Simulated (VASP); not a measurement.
Here is a VASP 6.6.1 calculation.

Contents of INCAR:

```
SYSTEM = Se
PREC = Accurate ; ENCUT = 520
EDIFF = 1E-7 ; ISMEAR = 0
SIGMA = 0.15 ; LREAL = .FALSE.
LASPH = .TRUE. ; NELM = 100
ALGO = Normal ; ISIF = 2
LWAVE = .FALSE. ; LCHARG = .FALSE.
GGA = PE ; IVDW = 12
NBANDS = 9
```

Contents of KPOINTS:

```
regular mesh
0
G
  20 20 20
  0 0 0
```

Contents of POSCAR:

```
Se
1.0
   -1.7034486149      1.5118106457      1.7034486149
    1.7034486149     -1.5118106457      1.7034486149
    1.7034486149      1.5118106457     -1.7034486149
Se
1
Direct
    0.0000000000      0.0000000000      0.0000000000
```

Potentials or basis: VASP PAW PBE potentials, release 64 (Se).

Run with:

```console
$ cat potpaw_PBE.64/Se/POTCAR > POTCAR
$ mpirun -np 1 vasp_std > vasp.out
```

(1) Predict the band gap on the k mesh.

(2) Estimate the dispersion energy per atom.

(3) Predict the pressure.

## Answers

(1) none (metal or under the smearing width).

(2) -0.495 eV.

(3) 11.0 GPa.

Caveat: pairwise dispersion overbinds metals, which lowers pressure and volume.
